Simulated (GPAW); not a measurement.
The system is Ir.

```
Ir
1.0
     0.00000    1.91560    1.91560
     1.91560    0.00000    1.91560
     1.91560    1.91560    0.00000
Ir
1
Direct
  0.00000 0.00000 0.00000
```

```yaml
Program: GPAW 26.7.0
Task: relaxation of cell and atoms
Functional: RPBE
Potentials_or_basis: the program's PAW data sets (release 1.2.1) made for this functional
Cutoff: 600 eV
Basis: pw
k_mesh: 12 × 12 × 12
Occupations: fermi-dirac, width 0.05 eV
Spin: no spin polarisation
```

At the start: pressure 14.7 GPa; volume 14.06 Å³/atom.

Q: Where does the relaxation end?

A: Over 12 steps the energy falls by 25.7 meV/atom and the volume is 14.63 Å³/atom (+4.1 %); space group Fm-3m (No. 225, to 0.05 Å).

The path:
| step | energy change (eV) | largest force (eV/Å) | pressure (GPa) | volume (Å³) |
| --- | --- | --- | --- | --- |
| 1 | 0.0000 | 0.0000 | 14.75 | 14.06 |
| 2 | -0.0256 | 0.0000 | 0.36 | 14.62 |
| 3 | -0.0040 | 0.0000 | -11.70 | 15.21 |
| 4 | -0.0123 | 0.0000 | -9.38 | 15.08 |
| 5 | -0.0222 | 0.0000 | -4.96 | 14.86 |
| 6 | -0.0255 | 0.0000 | 0.99 | 14.59 |
| 7 | -0.0255 | 0.0000 | 0.93 | 14.59 |
| 8 | -0.0255 | 0.0000 | 0.82 | 14.60 |
| 9 | -0.0256 | 0.0000 | 0.66 | 14.60 |
| 10 | -0.0256 | 0.0000 | 0.47 | 14.61 |
| 11 | -0.0256 | 0.0000 | 0.25 | 14.62 |
| 12 | -0.0257 | 0.0000 | 0.01 | 14.63 |

Final structure:
```xyz
1
Lattice="0.0000 1.9412 1.9412 1.9412 0.0000 1.9412 1.9412 1.9412 0.0000" Properties=species:S:1:pos:R:3 pbc="T T T"
Ir    0.0000    0.0000    0.0000
```

Caveat: later steps reuse the first step's grids.
